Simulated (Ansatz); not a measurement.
## Relaxing NbP

Computed with DFT PBEsol, scalar-relativistic, plane waves, PAW (Ansatz). (420 eV cutoff, 10×10×4 k-mesh, Gaussian smearing of 0.10 eV, no spin polarisation)

What was changed: biaxial strain in the a-b plane, c and atoms relaxed: +2.0 %.

Command:

```bash
ansatz run input.yaml --threads 1 --pin off --max-ram 2560MiB --backend cpu --events-out ev --progress --plain --runs-dir out
```

Input:

```yaml
crystal:
  lattice:
    - [3.3866550357, 0.0, 0.0]
    - [0.0, 3.3866550357, 0.0]
    - [0.0, 0.0, 11.1549032374]
  atoms:
    - { symbol: Nb, position: [0.5, 0.5, 0.0006125856] }
    - { symbol: Nb, position: [0.0, 0.5, 0.7506125856] }
    - { symbol: Nb, position: [0.0, 0.0, 0.5006125856] }
    - { symbol: Nb, position: [0.5, 0.0, 0.2506125856] }
    - { symbol: P, position: [0.0, 0.0, 0.0820159894] }
    - { symbol: P, position: [0.5, 0.0, 0.8320159894] }
    - { symbol: P, position: [0.5, 0.5, 0.5820159894] }
    - { symbol: P, position: [0.0, 0.5, 0.3320159894] }
basis:
  ecutwfc: 420
kpoints:
  mp_grid: { grid: [10, 10, 4] }
hamiltonian:
  xc: pbesol
scf:
  occupations: { method: gaussian, width: 0.1 }
output:
  forces: true
  stress: true
  eigenvalues: true
relax:
  adjacent_minimum: "off"
  f_tol: 0.008
  max_steps: 40
  cell: { stress_tol: 0.015, fix: [a, b, gamma] }
```

F is the free energy. Steps run on the plane waves of an earlier cell, but the last one, and at times one on the way, on a freshly chosen basis, so a repeated geometry can differ a little in energy. The held parts of the cell keep their stress, so P needn't end at zero.

Steps:

| step | F − F(1) (eV) | largest force component (eV/Å) | V (Å³/atom) | P (GPa) |
| --- | --- | --- | --- | --- |
| 1 | 0.0000 | 0.057 | 15.993 | -5.88 |
| 2 | 0.0013 | 0.026 | 15.783 | -3.73 |
| 3 | -0.0046 | 0.011 | 15.898 | -4.93 |
| 4 | -0.0046 | 0.001 | 15.899 | -4.94 |
| 5 | -0.0045 | 0.001 | 15.899 | -4.95 |

Relaxed structure:

```
CELL_PARAMETERS angstrom
3.38666 0.00000 0.00000
0.00000 3.38666 0.00000
0.00000 0.00000 11.08945
ATOMIC_POSITIONS crystal
Nb 0.50000 0.50000 0.00102
Nb 0.00000 0.50000 0.75102
Nb 0.00000 0.00000 0.50102
Nb 0.50000 0.00000 0.25102
P 0.00000 0.00000 0.08160
P 0.50000 0.00000 0.83160
P 0.50000 0.50000 0.58160
P 0.00000 0.50000 0.33160
```

It takes space group I4_1md (No. 109, tetragonal). The conventional cell has a = 3.387 Å, b = 3.387 Å, c = 11.089 Å, α = 90.00°, β = 90.00°, γ = 90.00°. Around Nb (site symmetry 2mm) lie 6 P at 2.53 to 2.56 Å. Around P (site symmetry 2mm) lie 6 Nb at 2.53 to 2.56 Å.

The run converged. Time: 3.1 min on 1 thread of AMD EPYC 7R43 64-Core Processor (Zen 3), with other jobs on the host, peak memory 0.56 GiB.